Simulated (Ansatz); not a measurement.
**Sr: what changed settings do**

The reference input for Ansatz (plane-wave DFT with PAW):

```yaml
crystal:
  lattice:
    - [-2.425, 2.425, 2.425]
    - [2.425, -2.425, 2.425]
    - [2.425, 2.425, -2.425]
  atoms:
    - { symbol: Sr, position: [0.0, 0.0, 0.0] }
basis:
  ecutwfc: 420
kpoints:
  mp_grid: { grid: [4, 4, 4] }
hamiltonian:
  xc: pbe
scf:
  occupations: { method: gaussian, width: 0.1 }
output:
  forces: true
  stress: true
  eigenvalues: true
```

Command:

```bash
ansatz run input.yaml --threads 1 --pin off --max-ram 1331MiB --backend cpu --events-out ev --progress --plain --runs-dir out
```

The run converges in 6 SCF iterations on 8 irreducible k-points: pressure -0.79 GPa, no gap.

The inputs are trials, many of them unsound on purpose. Their numbers show the effect of the settings and aren't properties of the material. Each trial's input is given as a difference from the reference's; energies are extrapolated to zero smearing where there is one, and pressure is positive in compression. Charged cells sit in a uniform background, and their pressures hang on that convention.

Trial 1:

```diff
 basis:
-  ecutwfc: 420
+  ecutwfc: 440
 scf:
+  n_extra_bands: 2
+  convergence: { dr2_threshold: "1e-9 eV" }
 output:
-  forces: true
+  forces: false
```

The run converges in 6 SCF iterations on 8 irreducible k-points: energy 0.03 meV per atom below the reference, pressure -0.79 GPa, no gap. It warns that the SCF threshold is loose for the stress.

Trial 2:

```diff
-basis:
-  ecutwfc: 420
+basis: {}
 hamiltonian:
+  pseudopotentials: { kind: nc }
 scf:
-  occupations: { method: gaussian, width: 0.1 }
+  occupations: { method: gaussian }
+  n_extra_bands: 3
```

The run converges in 5 SCF iterations on 8 irreducible k-points: at 925 eV, the cutoff that these potentials take when none is typed, pressure -0.79 GPa, no gap.

Trial 3 (volume scaled):

```diff
 crystal:
   lattice:
-    - [-2.425, 2.425, 2.425]
-    - [2.425, -2.425, 2.425]
-    - [2.425, 2.425, -2.425]
+    - [-2.5183596394, 2.5183596394, 2.5183596394]
+    - [2.5183596394, -2.5183596394, 2.5183596394]
+    - [2.5183596394, 2.5183596394, -2.5183596394]
 scf:
-  occupations: { method: gaussian, width: 0.1 }
+  occupations: { method: cold, width: "0.01 Ry" }
+  mixing: { algorithm: anderson, ndim: 2 }
+  initial_density: { chi_scale: 0, normalization: atom }
+  max_iter: 85
```

The run converges in 8 SCF iterations on 8 irreducible k-points: energy 54.5 meV per atom above the reference, pressure -1.55 GPa, no gap.

Trial 4:

```diff
 basis:
-  ecutwfc: 420
+  ecutwfc: "22 Ha"
+  precision: f64
 scf:
-  occupations: { method: gaussian, width: 0.1 }
+  occupations: { method: gaussian, width: "0.01 Ry" }
```

The run converges in 6 SCF iterations on 8 irreducible k-points: energy 0.21 meV per atom below the reference, pressure -0.75 GPa, no gap.

Trial 5:

```diff
 scf:
-  occupations: { method: gaussian, width: 0.1 }
+  occupations: { method: methfessel_paxton, width: 0.03 }
+  mixing: { beta: 0.75, ndim: 3, preconditioner: kerker_dos }
+  initial_density: { chi_scale: 0, normalization: atom }
+  max_iter: 83
```

The run converges in 10 SCF iterations on 8 irreducible k-points: energy 0.05 meV per atom below the reference, pressure -0.87 GPa, no gap.

Trial 6 (volume scaled):

```diff
 crystal:
   lattice:
-    - [-2.425, 2.425, 2.425]
-    - [2.425, -2.425, 2.425]
-    - [2.425, 2.425, -2.425]
+    - [-2.50327928, 2.50327928, 2.50327928]
+    - [2.50327928, -2.50327928, 2.50327928]
+    - [2.50327928, 2.50327928, -2.50327928]
 hamiltonian:
+  dispersion: none
 scf:
+  max_iter: 80
+  convergence: { dr2_threshold: "1e-4 eV" }
```

The run converges in 6 SCF iterations on 8 irreducible k-points: pressure -1.46 GPa, no gap. It warns that the SCF threshold is loose for the forces; that the SCF threshold is loose for the stress.

Trial 7 (the one atom moved, which only shifts the crystal as a whole):

```diff
 crystal:
   atoms:
-    - { symbol: Sr, position: [0.0, 0.0, 0.0] }
+    - { symbol: Sr, position: [0.785, 0.843, 0.483] }
+total_charge: 2
 scf:
+  n_extra_bands: 3
+  mixing: { algorithm: anderson, q_tf: 1.5 }
+  initial_density: { chi_scale: 0, normalization: atom }
+  convergence: { dr2_threshold: "1e-12 eV" }
+  max_iter: 80
```

The run converges in 11 SCF iterations on 8 irreducible k-points: pressure 15.34 GPa (with the neutralising background of the charged cell), gap on the sampled k-points 16.85 eV (the reference is a metal, so it comes from the sampling or the changed settings).

Trial 8:

```diff
 basis:
+  xc_grid: 3
 hamiltonian:
+  dispersion: d3bj
 scf:
+  max_iter: 100
```

The run converges in 6 SCF iterations on 8 irreducible k-points: pressure -1.30 GPa, no gap.

Trial 9 (the one atom moved, which only shifts the crystal as a whole):

```diff
 crystal:
   atoms:
-    - { symbol: Sr, position: [0.0, 0.0, 0.0] }
+    - { symbol: Sr, position: [0.38, 0.589, 0.435] }
 kpoints:
-  mp_grid: { grid: [4, 4, 4] }
+  mp_grid: { grid: [1, 1, 1] }
 scf:
+  mixing: { ndim: 12 }
+  initial_density: { chi_scale: 0, normalization: atom }
+  max_iter: 40
```

The run converges in 5 SCF iterations on 1 irreducible k-point: energy 4.30 eV per atom below the reference, pressure -3.82 GPa, gap on the sampled k-points 5.87 eV (the reference is a metal, so it comes from the sampling or the changed settings).

Trial 10 (volume scaled):

```diff
 crystal:
   lattice:
-    - [-2.425, 2.425, 2.425]
-    - [2.425, -2.425, 2.425]
-    - [2.425, 2.425, -2.425]
+    - [-2.3559614947, 2.3559614947, 2.3559614947]
+    - [2.3559614947, -2.3559614947, 2.3559614947]
+    - [2.3559614947, 2.3559614947, -2.3559614947]
 basis:
-  ecutwfc: 420
+  ecutwfc: 280
 kpoints:
+  band_path: { path: [[0, 0, 0], [0.5, 0, 0], [0.5, 0.5, 0.5]], npoints: 8 }
 scf:
-  occupations: { method: gaussian, width: 0.1 }
+  occupations: { method: fermi_dirac, width: 0.0083 }
+  lower_state_search: standard
+magnetization:
+  spin_polarized: true
+  initial_magnetization: 5.0
+  spin_locking: { lock_magnetization: hard }
```

The run converges in 8 SCF iterations on 8 irreducible k-points: energy 30.94 eV per atom above the reference, pressure -6.77 GPa, no gap, cell moment 5.00 μB. It warns that the cutoff lies under the recommended one, 420 eV for these potentials; that the SCF threshold is loose for the stress.